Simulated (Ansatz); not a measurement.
# Heating and cooling a random packing of B6P7

A packing of 26 atoms, thrown in at random and pushed apart as soft spheres with like charges further apart (12 B, 14 P) went through Langevin stages in a fixed cell of 14.01 Å³/atom, at one k point, without spin and with a Fermi–Dirac width of kT (0.05 eV at least). Level of theory: Ansatz 0.2.0, DFT PBE, scalar-relativistic, plane waves, PAW.

```tsv
thermostat (K)	duration (fs)	friction (1/fs)	cutoff (eV)	mean T (K)	mean P (GPa)	mean square displacement (Å²)
4000	36	0.030	320	3699	3.6	0.39
4000	291	0.005	420	4560	10.3	7.65
2880	213	0.005	420	3292	5.6	3.15
1600	196	0.015	420	1794	7.8	0.61
300	150	0.015	420	526	1.8	0.31
```

Means run over the second half of a stage; pressure includes the kinetic part; displacements count from the stage's start, the atoms' common shift taken off.

Cell and atoms were then relaxed on coarser meshes and computed once more: Settings: cutoff 420 eV, Γ-centred mesh 5×5×5 on the computed 26-atom cell, Gaussian smearing of 0.10 eV; no spin polarisation.

Task: What structure is left?

Result: One draw of many: 14.03 Å³/atom with no gap on the mesh, 0.30 eV/atom above the elements' standard states (static lattices, no corrections for gases) (a random packing after short dynamics, relaxed).

Counting as bonded all pairs within 1.2 times the summed covalent radii:

| atom → neighbour | mean count | mean length (Å) | spread (Å) |
| --- | --- | --- | --- |
| B → B | 2.33 | 1.79 | 0.09 |
| B → P | 2.17 | 2.01 | 0.09 |
| P → B | 1.86 | 2.01 | 0.09 |
| P → P | 1.57 | 2.23 | 0.08 |

Angles between all pairs of such bonds at an atom (mean ± spread): 104 ± 26° at B, 104 ± 18° at P.

```
P B
1.0
     6.84090    0.64928    0.49734
     0.63270    7.55996    0.07642
     0.51675    0.05261    7.14841
P B
14 12
Direct
  0.01634 0.07649 0.21972
  0.86044 0.43549 0.13604
  0.57161 0.25721 0.65851
  0.19253 0.13555 0.95359
  0.74894 0.43377 0.86947
  0.48021 0.81508 0.61899
  0.23443 0.85260 0.31819
  0.07400 0.63843 0.40134
  0.82311 0.99237 0.68877
  0.29714 0.35204 0.08748
  0.29268 0.24319 0.54698
  0.22363 0.64501 0.86369
  0.56958 0.50943 0.31370
  0.77800 0.84489 0.44449
  0.62345 0.86477 0.83431
  0.48164 0.74081 0.20286
  0.54017 0.63905 0.82392
  0.55287 0.27215 0.93075
  0.61374 0.88450 0.08454
  0.44341 0.28546 0.29686
  0.08282 0.55955 0.12785
  0.78803 0.96341 0.20349
  0.57904 0.11652 0.14400
  0.47722 0.04712 0.96466
  0.25213 0.50301 0.62132
  0.49898 0.53661 0.58750
```

Cost: 6 runs of about 65 core-minutes in all (earlier runs that led there not counted), on Intel Xeon Processor @ 2.50GHz (Skylake/Cascade Lake) (shared hosts).